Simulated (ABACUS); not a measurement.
Runs of ABACUS 3.10.1 on Zr. It takes space group P6_3/mmc (No. 194, hexagonal). The conventional cell has a = 3.232 Å, b = 3.232 Å, c = 5.147 Å, α = 90.00°, β = 90.00°, γ = 120.00°. Zr (site symmetry -6m2) has 12 Zr at 3.18 to 3.23 Å as nearest neighbours. 

| task | level | potentials or basis | cell | k mesh | cutoff (eV) | orbital files | SCF threshold on the density | eigensolver | symmetry key | max steps of the relaxation | gap on the mesh (eV) | pressure (GPa) | V0 of scaled cells (Å³/atom) | B0 (GPa) |
| --- | --- | --- | --- | --- | --- | --- | --- | --- | --- | --- | --- | --- | --- | --- |
| equation of state | PBE | PseudoDojo NC SR 0.4.1 PBE standard, TZDP LCAO (the cutoffs set its grid) | as given | 9 × 9 × 5 | 1361 | Zr Zr_confined-atom_8au_4s3p3d1f.orb | 1e-07 | genelpa | 1 | - | - | - | (c) | 96 |
| equation of state | PBE | PseudoDojo NC SR 0.4.1 PBE standard, DZP LCAO (the cutoffs set its grid) | as given | 9 × 9 × 5 | 1361 | Zr Zr_confined-atom_8au_3s2p2d1f.orb | 1e-07 | genelpa | 1 | - | - | - | 23.46 | 95 |
| equation of state | r2SCAN | SG15 ONCV 1.2 PBE, DZP LCAO (the cutoffs set its grid) | as given | 7 × 7 × 4 | 1361 | Zr Zr_confined-atom_8au_3s2p2d1f.orb | 1e-07 | genelpa | 1 | - | - | - | 23.58 | 96 |
| single point | PBE | PseudoDojo NC SR 0.4.1 PBE standard, DZP LCAO (the cutoffs set its grid) | as given | 9 × 9 × 5 | 1361 | Zr Zr_confined-atom_8au_3s2p2d1f.orb | 1e-07 | genelpa | 1 | - | none | 0.7 | - | - |
| relaxation of cell and atoms | PBE | GBRV ultrasoft 1.5 PBE, plane waves | relaxed | 7 × 7 × 4 | 544 | - | 1e-08 | dav | 1 | 60 | none | 0.0 | - | - |
| single point | PBE | GBRV ultrasoft 1.5 PBE, plane waves | as given | 7 × 7 × 4 | 544 | - | 1e-08 | dav | 1 | - | none | 0.5 | - | - |
| equation of state | PBE | PseudoDojo NC SR 0.5 PBE stringent, DZP LCAO (the cutoffs set its grid) | as given | 8 × 8 × 5 | 1361 | Zr Zr_confined-atom_8au_3s2p2d1f.orb | 1e-07 | genelpa | 1 | - | - | - | (a) | 95 |
| single point | LDA | GBRV ultrasoft 1.5 LDA, plane waves | as given | 7 × 7 × 4 | 544 | - | 1e-08 | dav | 1 | - | none | (b) | - | - |
| single point | PBE | PseudoDojo NC SR 0.4.1 PBE standard, plane waves | as given | 9 × 9 × 5 | 898 | - | 1e-08 | dav | 1 | - | none | 0.6 | - | - |

Alike in all rows: no spin polarisation; smearing fermi-dirac 0.05 eV.

Task: Fill in the values left out.

Result: (a) 23.49; (b) -6.0; (c) 23.43.

Caveats: the atomic orbitals were generated for these runs and aren't a published set (some runs); the basis of atomic orbitals isn't converged, which shifts pressures, moduli and gaps (some runs); the cell was scaled at fixed shape and fractional positions, which overstates the stiffness of a crystal with free parameters, most of all of layers and chains (some runs); the potentials were made for another functional, which shifts forces and pressure (some runs).

A k mesh can miss the band edges, and the runs leave out spin-orbit coupling on Zr.

A gap of «none» marks a metal or a gap under the smearing width.

Not every run made on this cell is shown here.
